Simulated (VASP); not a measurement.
The system is Si.

```
Si
1.0
     2.62054    0.00000    0.00000
    -1.31027    2.26946    0.00000
     0.00000    0.00000    2.46635
Si
1
Direct
  0.00000 0.00000 0.00000
```

This isn't the form of Si at room conditions, which is diamond.

| Quantity | Value |
| --- | --- |
| Program | VASP 6.6.1 |
| Task | relaxation of cell and atoms |
| Functional | r2SCAN0 |
| Potentials or basis | VASP PAW PBE potentials, release 64 (Si) |
| Cutoff | 600 eV |
| k mesh | 6 × 6 × 6 |
| Occupations | gaussian, width 0.05 eV |
| Spin | no spin polarisation |

At the start: pressure 1.9 GPa; volume 14.67 Å³/atom.

Task: How do energy, volume and symmetry change on relaxing?

Result: Over 10 steps the energy falls by 5.3 meV/atom and the volume is 14.86 Å³/atom (+1.3 %); space group P6/mmm (No. 191, to 0.05 Å).

Step by step:
```
step  energy change (eV)  largest force (eV/Å)  pressure (GPa)  volume (Å³)
   1              0.0000                0.0000            1.88        14.67
   2              0.0045                0.0000           -1.48        15.03
   3             -0.0052                0.0000            0.26        14.82
   4             -0.0052                0.0000            0.29        14.82
   5             -0.0053                0.0000           -0.10        14.87
   6             -0.0053                0.0000           -0.01        14.85
   7             -0.0053                0.0000            0.02        14.85
   8             -0.0053                0.0000            0.02        14.85
   9             -0.0053                0.0000            0.01        14.85
  10             -0.0053                0.0000           -0.02        14.86
```

Final structure:
```
CELL_PARAMETERS angstrom
2.61793 0.00000 0.00000
-1.30896 2.26719 0.00000
0.00000 0.00000 2.50294
ATOMIC_POSITIONS crystal
Si 0.00000 0.00000 0.00000
```

Caveat: the k mesh is coarse (spacing up to 0.46 Å⁻¹), so the values aren't converged, least of all with exact exchange; the PAW data sets were made with another functional, which shifts forces and pressure a little.
